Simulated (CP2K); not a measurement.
The system is AlN.

```
Al N
1.0
     3.08863    0.00000    0.00000
     1.54432    2.67483    0.00000
     1.54432    0.89161    2.52186
Al N
1 1
Direct
  0.00000 0.00000 0.00000
  0.25000 0.25000 0.25000
```

Measurements of this composition are mostly on another form, of space group No. 186.

Base run:

| Property | Result |
| --- | --- |
| Program | CP2K 2026.2 |
| Functional | AM05 |
| Potentials or basis | POTENTIAL_UZH Al GTH-PBE-q3, N GTH-PBE-q5; TZVP-MOLOPT-PBE-GTH basis |
| Density cutoff | 9184 eV |
| k mesh | 10 × 10 × 10 |
| Occupations | fermi-dirac, width 0.05 eV |
| Spin | no spin polarisation |

Its results: band gap on the k mesh 3.15 eV, indirect (least direct gap 4.12 eV); pressure 3.5 GPa.

Question: The run is repeated on the same cell with these changes: functional from AM05 to vdW-DF2. What comes out?

Answer: Band gap on the k mesh 3.91 eV, indirect (least direct gap 4.62 eV); pressure 5.7 GPa.

Caveats: the potentials were made for another functional, which shifts forces and pressure; the basis of atomic orbitals isn't converged, which shifts pressures, moduli and gaps.
